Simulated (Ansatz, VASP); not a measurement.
**Be16H (a cell with a defect) in VASP and in Ansatz**

```
Be H
1.0
    -2.29000   -3.96640    0.00000
     3.43500   -1.98320    0.00000
     0.00000    0.00000    7.17686
Be H
16 1
Direct
  0.74959 0.50553 0.99892
  0.50904 0.33849 0.25416
  0.74944 0.50480 0.50300
  0.50160 0.33589 0.75037
  0.50895 0.99636 0.99661
  0.24949 0.82695 0.25438
  0.50158 0.99945 0.50040
  0.24932 0.83999 0.74748
  0.24966 0.50858 0.99632
  0.99000 0.33869 0.25423
  0.24940 0.49580 0.50336
  0.99744 0.33572 0.75038
  0.98979 0.99614 0.99648
  0.74958 0.82931 0.25156
  0.99733 0.99972 0.50040
  0.74932 0.83028 0.74759
  0.24919 0.16827 0.12569
```

Alike in both runs: functional LDA; k mesh 4 × 4 × 3; occupations gaussian, width 0.1 eV; no spin polarisation.

Ansatz relaxed the structure, and its values are those at the end. VASP's run is a single point on that final structure, the one shown.

|  | VASP | Ansatz |
| --- | --- | --- |
| version | VASP 6.6.1 | Ansatz 0.2.0 |
| potentials or method | VASP PAW LDA potentials, release 64 (Be, H) | scalar-relativistic, plane waves, PAW |
| plane-wave cutoff (eV) | 520 | 420 |
| valence electrons in the cell | 33 | 33 |

```tsv
	VASP	Ansatz	Ansatz less VASP
rms of the force components (eV/Å)	0.004	0.004	0.0000
```

Caveats: the k mesh is coarse (spacing up to 0.40 Å⁻¹), so the values aren't converged.
